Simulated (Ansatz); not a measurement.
**An elastic constant from a strain scan in W**

These are results of Ansatz, DFT PBE, scalar-relativistic, plane waves, PAW, not measurements. Cutoff 420 eV, Γ-centred 26×26×26 k-points, Gaussian smearing of 0.15 eV. Spin–orbit coupling is left out, which can shift energies with elements as heavy as these. No spin polarisation. Energies are free energies at this smearing, counted from the undisturbed cell; pressure is positive in compression.

The undisturbed cell (relaxed at this level):

```
CELL_PARAMETERS angstrom
-1.59178 1.59178 1.59178
1.59178 -1.59178 1.59178
1.59178 1.59178 -1.59178
ATOMIC_POSITIONS crystal
W 0.00000 0.00000 0.00000
```

The cell is strained by ε times the Voigt pattern (0, 0, 0, 1, 0, 0) (xx, yy, zz, yz, xz, xy; engineering shear) with fractional coordinates fixed. The cell holds 1 atom in V0 = 16.13 Å³. The stress column is τ = (1/V0) dE/dε, got from the stress tensor σ (compression positive) at each point as −det(1 + εP) σ : P(1 + εP)⁻¹, with P the pattern as a tensor.

```csv
ε,ΔE (meV/atom),τ (GPa)
-0.0175,2.203,-2.505
-0.0150,1.618,-2.145
-0.0125,1.123,-1.786
-0.0100,0.719,-1.427
-0.0075,0.404,-1.069
-0.0050,0.180,-0.713
-0.0025,0.045,-0.356
0.0000,0.000,0.000
0.0025,0.045,0.356
0.0050,0.180,0.713
0.0075,0.404,1.069
0.0100,0.719,1.427
0.0125,1.123,1.786
0.0150,1.618,2.145
0.0175,2.203,2.505
0.0200,?,?
```

Q: Which combination of elastic constants does this scan measure, and how large is it?

A: For small ε, τ = τ0 + Kε with K = pᵀCp, which for this pattern is C44 in the cubic axes. The parabola through τ at ε = -0.0025, 0 and 0.0025 has slope K = 142 GPa at zero. The energies per cell, E = NΔE, of the wider pair ε = ±0.0175 give K = 2[E(ε₊)/ε₊ − E(ε₋)/ε₋]/[(ε₊ − ε₋)V0] = 143 GPa, in agreement.

Q: Predict the withheld row at ε = 0.0200 from the harmonic law, and compare.

A: ΔE = V0(τ0 ε + Kε²/2)/N = 2.869 meV/atom and τ = 2.85 GPa. The calculation gives 2.879 meV/atom and 2.87 GPa, a miss of 0.4 % of the harmonic energy, so the harmonic law still holds here.

In a metal these slopes depend on the k mesh and the smearing.